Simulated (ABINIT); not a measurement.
# MgO (Fm-3m): G0W0 in ABINIT against the k mesh, part 2 of 2

How does the gap of MgO (Fm-3m) converge in the k mesh?

ABINIT 10.8.3; PBE and many-body steps on it, plane waves. Known limits of the many-body steps: not at the basis limit.

So far. Step 5 (Empty states on the mesh, 10×10×10 mesh, 100 bands): On this mesh the gap is 4.895 eV. Step 6 (Screening, 4×4×4 mesh, 92 bands, screening to 261.2 eV): Local fields lower ε∞ by 7 %. On a Γ-centred mesh this coarse the value itself is usually too large, while a short band sum pulls it down.

### 8. Screening, 6×6×6 mesh, 92 bands, screening to 261.2 eV

This step: RPA screening on PBE, plane waves, norm-conserving pseudopotentials.

run.abi reads:

```
acell 3*1.0 Angstrom
rprim 
  -0.000000000000 2.097001392700 2.097001392700
  2.097001392700 0.000000000000 2.097001392700
  2.097001392700 2.097001392700 0.000000000000
ntypat 2
znucl 12 8
natom 2
typat 1 2
xred 
  0.000000000000 0.000000000000 0.000000000000
  0.500000000000 0.500000000000 0.500000000000
pp_dirpath "pseudos"
pseudos "Mg.upf, O.upf"
ecut 38
ngkpt 6 6 6
nshiftk 1
shiftk 0 0 0
kptopt 1
chksymbreak 0
istwfk *1
occopt 1
irdwfk 1
optdriver 3
nband 92
ecuteps 9.6
inclvkb 2
awtr 1
symchi 1
indata_prefix "in"
outdata_prefix "out"
tmpdata_prefix "tmp"
```

Command:

```
$ OMP_NUM_THREADS=1 mpirun -n 8 abinit run.abi > log
```

Output:

```text
.Version 10.8.3 of ABINIT. v10.8.2 released Aug 2026.

 Symmetries : space group Fm -3 m (#225); Bravais cF (face-center cubic)
[... echo of the input left out ...]
== DATASET  1 ==================================================================
-   mpi_nproc: 8, omp_nthreads: 1 (-1 if OMP is not activated)

--- !DatasetInfo
iteration_state: {dtset: 1, }
dimensions: {natom: 2, nkpt: 16, mband: 92, nsppol: 1, nspinor: 1, nspden: 1, mpw: 1411, }
cutoff_energies: {ecut:  38.0, pawecutdg:  -1.0, }
electrons: {nelect:   1.60000000E+01, charge:   0.00000000E+00, occopt:   1.00000000E+00, tsmear:   1.00000000E-02, }

 SCREENING: Calculation of the susceptibility and dielectric matrices

 Based on a program developped by R.W. Godby, V. Olevano, G. Onida, and L. Reining.
 Incorporated in ABINIT by V. Olevano, G.-M. Rignanese, and M. Torrent.
.Using double precision arithmetic ; gwpc =  8

[... cell and pseudopotentials left out ...]
--------------------------------------------------------------------------------

 ==== K-mesh for the wavefunctions ====
 Number of points in the irreducible wedge :    16
[... list of points left out ...]
 Together with 48 symmetry operations and time-reversal symmetry
 yields   216 points in the full Brillouin Zone.

 ==== Q-mesh for the screening function ====
 Number of points in the irreducible wedge :    16
[... list of points left out ...]
 Together with 48 symmetry operations and time-reversal symmetry
 yields   216 points in the full Brillouin Zone.

 setmesh: FFT mesh size selected  =    24x   24x   24
          total number of points  =        13824

 vcoul_init : cutoff-mode = AUXILIARY_FUNCTION
 q-points for optical limit:   1
     1)      0.000010    0.000020    0.000030

- screening: taking advantage of time-reversal symmetry
- Maximum band index for partially occupied states nbvw = 8
- Remaining bands to be divided among processors   nbcw = 84
- Number of bands treated by each node ~10

 Number of electrons calculated from density =   16.0000; Expected =   16.0000
 average of density, n =  0.128557
 r_s =    1.2291
 omega_plasma =   34.5863 [eV]

 calculating chi0 at frequencies [eV] :
  1    0.000000E+00    0.000000E+00
  2    0.000000E+00    3.458631E+01

--------------------------------------------------------------------------------
  q-point number  1        q = ( 0.000000, 0.000000, 0.000000) [r.l.u.]
--------------------------------------------------------------------------------
[... chi0 elements left out ...]
 For q-point:  0.000010 0.000020 0.000030
  dielectric constant =   3.0157
  dielectric constant without local fields =   3.2355

  Average fulfillment of the sum rule on Im[epsilon] for q-point    1 :     70.65  [%]
[... wings left out ...]
  q-point number  2        q = ( 0.166667, 0.000000, 0.000000) [r.l.u.]
--------------------------------------------------------------------------------
[... chi0 elements left out ...]
  Average fulfillment of the sum rule on Im[epsilon] for q-point    2 :     85.64  [%]

 [... 14 further q-points ...]
```

Wall time 27 s (8 MPI ranks of Intel Xeon 6975P-C (Granite Rapids), shared host); peak memory 1.3 GiB.

This step gave:

```yaml
eps_infinity_with_local_fields_on_this_mesh_along_the_program_s_q_direction: 3.016
the_same_without_local_fields: 3.236
plasma_frequency: 34.59 eV
plane_waves_in_the_screening_matrix: 169
```

### 9. 6×6×6

The self-energy is evaluated for the states that the input lists, and the levels follow from it, in one-shot runs by the linearised quasiparticle equation.

This step: G0W0 on PBE, plane waves, norm-conserving pseudopotentials.

Changes to run.abi since step 8:

```diff
@@ -23,8 +23,15 @@
 irdwfk 1
-optdriver 3
+optdriver 4
 nband 92
+gwcalctyp 0
+ecutsigx 38
+symsigma 1
+nkptgw 1
+kptgw 
+  0.0000000000 0.0000000000 0.0000000000
+bdgw 
+  6 12
 ecuteps 9.6
-inclvkb 2
-awtr 1
-symchi 1
+irdscr 1
+ppmodel 1
 indata_prefix "in"
```

Output:

```text
.Version 10.8.3 of ABINIT. v10.8.2 released Aug 2026.

 Symmetries : space group Fm -3 m (#225); Bravais cF (face-center cubic)
[... echo of the input left out ...]
== DATASET  1 ==================================================================
-   mpi_nproc: 8, omp_nthreads: 1 (-1 if OMP is not activated)

--- !DatasetInfo
iteration_state: {dtset: 1, }
dimensions: {natom: 2, nkpt: 16, mband: 92, nsppol: 1, nspinor: 1, nspden: 1, mpw: 1411, }
cutoff_energies: {ecut:  38.0, pawecutdg:  -1.0, }
electrons: {nelect:   1.60000000E+01, charge:   0.00000000E+00, occopt:   1.00000000E+00, tsmear:   1.00000000E-02, }

 SIGMA: Calculation of the GW corrections

 Based on a program developped by R.W. Godby, V. Olevano, G. Onida, and L. Reining.
 Incorporated in ABINIT by V. Olevano, G.-M. Rignanese, and M. Torrent.
.Using double precision arithmetic ; gwpc =  8

[... cell and pseudopotentials left out ...]
--------------------------------------------------------------------------------

 ==== K-mesh for the wavefunctions ====
 Number of points in the irreducible wedge :    16
[... list of points left out ...]
 Together with 48 symmetry operations and time-reversal symmetry
 yields   216 points in the full Brillouin Zone.

 ==== Q-mesh for screening function ====
 Number of points in the irreducible wedge :    16
[... list of points left out ...]
 Together with 48 symmetry operations and time-reversal symmetry
 yields   216 points in the full Brillouin Zone.

 vcoul_init : cutoff-mode = AUXILIARY_FUNCTION
 q-points for optical limit:   1
     1)      0.000010    0.000020    0.000030
 setmesh: FFT mesh size selected  =    32x   32x   32
          total number of points  =        32768

 Number of electrons calculated from density =   16.0000; Expected =   16.0000
[...]
number of q-points in BZ                          216
 number of frequencies for dSigma/dE                 9
 frequency step for dSigma/dE [eV]                0.25
 number of omega for Sigma on real axis              0
 max omega for Sigma on real axis  [eV]           0.00
 zcut for avoiding poles [eV]                     0.10

 EPSILON^-1 parameters (SCR file):
 dimension of the eps^-1 matrix on file            169
 dimension of the eps^-1 matrix used               169
 number of plane-waves for wavefunctions          1411
 number of bands                                    92
 number of q-points in IBZ                          16
 number of frequencies                               2
 number of real frequencies                          1
 number of imag frequencies                          1

 matrix elements of self-energy operator (all in [eV])

 Perturbative Calculation

--- !SelfEnergy_ee
iteration_state: {dtset: 1, }
kpoint     : [   0.000,    0.000,    0.000, ]
spin       : 1
KS_gap     :    4.895
QP_gap     :    7.201
Delta_QP_KS:    2.306
data: !SigmaeeData |
     Band     E0 <VxcDFT>   SigX SigC(E0)      Z dSigC/dE  Sig(E)    E-E0       E
        6   4.841 -20.153 -25.631   3.784   0.808  -0.238 -21.521  -1.368   3.473
        7   4.841 -20.153 -25.631   3.784   0.808  -0.238 -21.521  -1.368   3.473
        8   4.841 -20.153 -25.631   3.784   0.808  -0.238 -21.521  -1.368   3.473
        9   9.736 -13.562  -8.944  -3.520   0.855  -0.169 -12.623   0.939  10.674
       10  20.877  -9.643  -3.728  -4.605   0.860  -0.162  -8.516   1.127  22.004
       11  20.877  -9.643  -3.728  -4.605   0.860  -0.162  -8.516   1.127  22.004
       12  20.877  -9.643  -3.728  -4.605   0.860  -0.162  -8.516   1.127  22.004

== END DATASET(S) ==============================================================
================================================================================

 -outvars: echo values of variables after computation  --------
           etotal      0.0000000000E+00
            nband          92
             nkpt          16
          spgroup         225
 [... the other variables as echoed above ...]

 Calculation completed.
```

The job ended after 3.1 s (8 MPI ranks; peak memory 0.83 GiB).

Numbers from this step:

```yaml
g0w0_gap_on_the_points_computed: 7.201 eV
starting_gap_on_the_mesh: 4.895 eV
k_of_the_valence_top: 0, 0, 0
k_of_the_conduction_bottom: 0, 0, 0
z_at_the_valence_top: 0.808
z_at_the_conduction_bottom: 0.855
least_direct_g0w0_gap_on_the_computed_points: 7.201 eV
```

The gap on the mesh goes from 4.89 eV to 7.20 eV, a correction of +2.31 eV.

### 10. Screening, 8×8×8 mesh, 92 bands, screening to 261.2 eV

This step: RPA screening on PBE, plane waves, norm-conserving pseudopotentials.

Changes to run.abi since step 9:

```diff
@@ -15,3 +15,3 @@
 ecut 38
-ngkpt 6 6 6
+ngkpt 8 8 8
 nshiftk 1
@@ -23,15 +23,8 @@
 irdwfk 1
-optdriver 4
+optdriver 3
 nband 92
-gwcalctyp 0
-ecutsigx 38
-symsigma 1
-nkptgw 1
-kptgw 
-  0.0000000000 0.0000000000 0.0000000000
-bdgw 
-  6 12
 ecuteps 9.6
-irdscr 1
-ppmodel 1
+inclvkb 2
+awtr 1
+symchi 1
 indata_prefix "in"
```

Output:

```text
.Version 10.8.3 of ABINIT. v10.8.2 released Aug 2026.

 Symmetries : space group Fm -3 m (#225); Bravais cF (face-center cubic)
[... echo of the input left out ...]
== DATASET  1 ==================================================================
-   mpi_nproc: 8, omp_nthreads: 1 (-1 if OMP is not activated)

--- !DatasetInfo
iteration_state: {dtset: 1, }
dimensions: {natom: 2, nkpt: 29, mband: 92, nsppol: 1, nspinor: 1, nspden: 1, mpw: 1411, }
cutoff_energies: {ecut:  38.0, pawecutdg:  -1.0, }
[...]
--------------------------------------------------------------------------------
[... chi0 elements left out ...]
 For q-point:  0.000010 0.000020 0.000030
  dielectric constant =   3.0030
  dielectric constant without local fields =   3.2224

  Average fulfillment of the sum rule on Im[epsilon] for q-point    1 :     70.68  [%]
[... wings left out ...]
  q-point number  2        q = ( 0.125000, 0.000000, 0.000000) [r.l.u.]
--------------------------------------------------------------------------------
[... chi0 elements left out ...]
  Average fulfillment of the sum rule on Im[epsilon] for q-point    2 :     86.91  [%]

 [... 27 further q-points ...]
```

The job ended after 2 min (8 MPI ranks; peak memory 1.9 GiB).

Numbers from this step:

| Property | Result |
| --- | --- |
| ε∞ with local fields, on this mesh, along the program's q direction | 3.003 |
| the same without local fields | 3.222 |
| plasma frequency | 34.59 eV |
| plane waves in the screening matrix | 169 |

### 11. 8×8×8

This step: G0W0 on PBE, plane waves, norm-conserving pseudopotentials.

Changes to run.abi since step 10:

```diff
@@ -23,8 +23,15 @@
 irdwfk 1
-optdriver 3
+optdriver 4
 nband 92
+gwcalctyp 0
+ecutsigx 38
+symsigma 1
+nkptgw 1
+kptgw 
+  0.0000000000 0.0000000000 0.0000000000
+bdgw 
+  6 12
 ecuteps 9.6
-inclvkb 2
-awtr 1
-symchi 1
+irdscr 1
+ppmodel 1
 indata_prefix "in"
```

Output:

```text
.Version 10.8.3 of ABINIT. v10.8.2 released Aug 2026.

 Symmetries : space group Fm -3 m (#225); Bravais cF (face-center cubic)
[... echo of the input left out ...]
== DATASET  1 ==================================================================
-   mpi_nproc: 8, omp_nthreads: 1 (-1 if OMP is not activated)

--- !DatasetInfo
iteration_state: {dtset: 1, }
dimensions: {natom: 2, nkpt: 29, mband: 92, nsppol: 1, nspinor: 1, nspden: 1, mpw: 1411, }
cutoff_energies: {ecut:  38.0, pawecutdg:  -1.0, }
[...]
10  20.877  -9.643  -3.733  -4.614   0.865  -0.156  -8.522   1.121  21.998
       11  20.877  -9.643  -3.733  -4.614   0.865  -0.156  -8.522   1.121  21.998
       12  20.877  -9.643  -3.733  -4.614   0.865  -0.156  -8.522   1.121  21.998

== END DATASET(S) ==============================================================
================================================================================

 -outvars: echo values of variables after computation  --------
           etotal      0.0000000000E+00
            nband          92
             nkpt          29
          spgroup         225
 [... the other variables as echoed above ...]

 Calculation completed.
```

Wall time 4.4 s (8 MPI ranks); peak memory 1.6 GiB.

This step gave:

- G0W0 gap on the points computed: 7.193 eV
- starting gap on the mesh: 4.895 eV
- k of the valence top: 0, 0, 0
- k of the conduction bottom: 0, 0, 0
- least direct G0W0 gap on the computed points: 7.193 eV

Against the run before, the gap moves by −0.008 eV.

### 12. Screening, 10×10×10 mesh, 92 bands, screening to 261.2 eV

This step: RPA screening on PBE, plane waves, norm-conserving pseudopotentials.

Changes to run.abi since step 11:

```diff
@@ -15,3 +15,3 @@
 ecut 38
-ngkpt 8 8 8
+ngkpt 10 10 10
 nshiftk 1
@@ -23,15 +23,8 @@
 irdwfk 1
-optdriver 4
+optdriver 3
 nband 92
-gwcalctyp 0
-ecutsigx 38
-symsigma 1
-nkptgw 1
-kptgw 
-  0.0000000000 0.0000000000 0.0000000000
-bdgw 
-  6 12
 ecuteps 9.6
-irdscr 1
-ppmodel 1
+inclvkb 2
+awtr 1
+symchi 1
 indata_prefix "in"
```

Output:

```text
.Version 10.8.3 of ABINIT. v10.8.2 released Aug 2026.

 Symmetries : space group Fm -3 m (#225); Bravais cF (face-center cubic)
[... echo of the input left out ...]
== DATASET  1 ==================================================================
-   mpi_nproc: 8, omp_nthreads: 1 (-1 if OMP is not activated)

--- !DatasetInfo
iteration_state: {dtset: 1, }
dimensions: {natom: 2, nkpt: 47, mband: 92, nsppol: 1, nspinor: 1, nspden: 1, mpw: 1411, }
cutoff_energies: {ecut:  38.0, pawecutdg:  -1.0, }
[...]
--------------------------------------------------------------------------------
[... chi0 elements left out ...]
 For q-point:  0.000010 0.000020 0.000030
  dielectric constant =   3.0026
  dielectric constant without local fields =   3.2220

  Average fulfillment of the sum rule on Im[epsilon] for q-point    1 :     70.65  [%]
[... wings left out ...]
  q-point number  2        q = ( 0.100000, 0.000000, 0.000000) [r.l.u.]
--------------------------------------------------------------------------------
[... chi0 elements left out ...]
  Average fulfillment of the sum rule on Im[epsilon] for q-point    2 :     87.51  [%]

 [... 45 further q-points ...]
```

It took 7.5 min on 8 MPI ranks; peak memory 3 GiB; 60 min of CPU time.

This step gave:

```yaml
eps_infinity_with_local_fields_on_this_mesh_along_the_program_s_q_direction: 3.003
the_same_without_local_fields: 3.222
plasma_frequency: 34.59 eV
plane_waves_in_the_screening_matrix: 169
```

### 13. 10×10×10

This step: G0W0 on PBE, plane waves, norm-conserving pseudopotentials.

Changes to run.abi since step 12:

```diff
@@ -23,8 +23,15 @@
 irdwfk 1
-optdriver 3
+optdriver 4
 nband 92
+gwcalctyp 0
+ecutsigx 38
+symsigma 1
+nkptgw 1
+kptgw 
+  0.0000000000 0.0000000000 0.0000000000
+bdgw 
+  6 12
 ecuteps 9.6
-inclvkb 2
-awtr 1
-symchi 1
+irdscr 1
+ppmodel 1
 indata_prefix "in"
```

Output:

```text
.Version 10.8.3 of ABINIT. v10.8.2 released Aug 2026.

 Symmetries : space group Fm -3 m (#225); Bravais cF (face-center cubic)
[... echo of the input left out ...]
== DATASET  1 ==================================================================
-   mpi_nproc: 8, omp_nthreads: 1 (-1 if OMP is not activated)

--- !DatasetInfo
iteration_state: {dtset: 1, }
dimensions: {natom: 2, nkpt: 47, mband: 92, nsppol: 1, nspinor: 1, nspden: 1, mpw: 1411, }
cutoff_energies: {ecut:  38.0, pawecutdg:  -1.0, }
[...]
10  20.877  -9.643  -3.735  -4.611   0.864  -0.157  -8.522   1.121  21.998
       11  20.877  -9.643  -3.735  -4.611   0.864  -0.157  -8.522   1.121  21.998
       12  20.877  -9.643  -3.735  -4.611   0.864  -0.157  -8.522   1.121  21.998

== END DATASET(S) ==============================================================
================================================================================

 -outvars: echo values of variables after computation  --------
           etotal      0.0000000000E+00
            nband          92
             nkpt          47
          spgroup         225
 [... the other variables as echoed above ...]

 Calculation completed.
```

The job ended after 6.6 s (8 MPI ranks; peak memory 2.6 GiB; 50 s of CPU time).

This step gave:

- G0W0 gap on the points computed: 7.188 eV
- starting gap on the mesh: 4.895 eV
- k of the valence top: 0, 0, 0
- k of the conduction bottom: 0, 0, 0
- least direct G0W0 gap on the computed points: 7.188 eV

Against the run before, the gap moves by −0.005 eV.

### 14. Side by side

Times are wall times on 8 MPI ranks of Intel Xeon 6975P-C (Granite Rapids), shared host, good to a factor of about two. A run's time includes the screening step that it read.

| run | mesh | bands | screening cutoff (eV) | DFT gap (eV) | gap on the mesh (eV) | direct (eV) | ε∞ used | time |
| --- | --- | --- | --- | --- | --- | --- | --- | --- |
| 4×4×4 | 4×4×4 | 92 | 261.2 | 4.895 | 7.201 | 7.201 | 3.16 | 7.1 s |
| 6×6×6 | 6×6×6 | 92 | 261.2 | 4.895 | 7.201 | 7.201 | 3.02 | 30 s |
| 8×8×8 | 8×8×8 | 92 | 261.2 | 4.895 | 7.193 | 7.193 | 3.00 | 2 min |
| 10×10×10 | 10×10×10 | 92 | 261.2 | 4.895 | 7.188 | 7.188 | 3.00 | 7.6 min |

### 15. Outcome

* 4×4×4: 7.201 eV
* 6×6×6: 7.201 eV
* 8×8×8: 7.193 eV
* 10×10×10: 7.188 eV
* known limits: not at the basis limit; coarse k mesh

**Reading.** The setting moved: k mesh. From 4×4×4 to 10×10×10 the gap moves by −0.01 eV, for 64 times the time. It holds to 0.03 eV from 4×4×4 on. Bands and screening cutoff are coupled, so a series along one setting does not show full convergence. Bands and cutoff are finite, so the gap is not at the basis limit. The miss can reach some tenths of an eV and take either sign; the mesh is an error of its own. In the G0W0 runs levels were corrected at 1 k point alone, so a gap called «on the mesh» is the least over those, and an edge elsewhere would be missed. The 4×4×4 mesh is coarse for this cell, which bears on the long-range parts of exchange and screening.

[Paths, hosts, dates, memory and timing lines, banners, echoed tables and standing remarks are left out of the program output.]

[Logs are printed without paths, hosts, clocks, repeated set-up lines and the standing remarks that a program may print on its own settings, such as how far it seeks lower states.]

[Runs of the session that timed out or met a known fault of the program may be left out.]

[Hosts, paths, dates, database ids (printed as entryN), source tags and the programs' standing remarks are cut or masked in the printed files.]

[G0W0 gaps are taken among the corrected bands and points alone; a level outside them can change the order at an edge.]

[Where Ansatz stands beside ABINIT at settings called matched, ABINIT's density can come from a denser mesh and the files from another edition; pairs whose starting gaps differed by over 0.03 eV were left out, so agreement reads better than it is.]
